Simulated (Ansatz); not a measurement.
SnO:

```
Sn O
1.0
     3.81370    0.00000    0.00000
     0.00000    3.81370    0.00000
     0.00000    0.00000    4.88691
Sn O
2 2
Direct
  0.50000 0.00000 0.76463
  0.00000 0.50000 0.23537
  0.00000 0.00000 0.00000
  0.50000 0.50000 0.00000
```

The cell is a database's computed one.

```yaml
Program: Ansatz 0.2.0
Task: relaxation of cell and atoms
Functional: PBE0
Potentials_or_basis: Ansatz PAW
Cutoff: "420 eV (not typed: the program's choice for these potentials)"
k_mesh: 4 × 4 × 4
Occupations: fermi-dirac, width 0.05 eV
Spin: no spin polarisation
```

At the start: volume 17.77 Å³/atom.

Problem. Where does the relaxation end?

Solution. It ends after 8 steps and the volume is 18.19 Å³/atom (+2.4 %); space group P4/nmm (No. 129, to 0.05 Å).

Step by step:
| step | energy change (eV) | largest force (eV/Å) | volume (Å³) |
| --- | --- | --- | --- |
| 1 | 0.0000 | 0.2703 | 71.08 |
| 2 | -0.0050 | 0.0167 | 71.76 |
| 3 | -0.0053 | 0.0303 | 72.17 |
| 4 | -0.0051 | 0.0001 | 72.33 |
| 5 | -0.0082 | 0.0009 | 72.33 |
| 6 | -0.0077 | 0.0007 | 72.64 |
| 7 | -0.0074 | 0.0007 | 72.78 |
| 8 | -0.0084 | 0.0002 | 72.78 |

Final structure:
```
Sn O
1.0
     3.80039    0.00000    0.00000
     0.00000    3.80039    0.00000
     0.00000    0.00000    5.03885
Sn O
2 2
Direct
  0.50000 0.00000 0.77263
  0.00000 0.50000 0.22737
  0.00000 0.00000 0.00000
  0.50000 0.50000 0.00000
```

Caveat: the plane-wave basis is chosen anew once the cell has moved, so the energies of steps on either side of that aren't comparable; the pressure holds a Pulay correction of +0.4 GPa for the finite cutoff; the PAW data sets come from PBE, with cores solved anew for the run's functional, which leaves a small shift of forces and pressure.
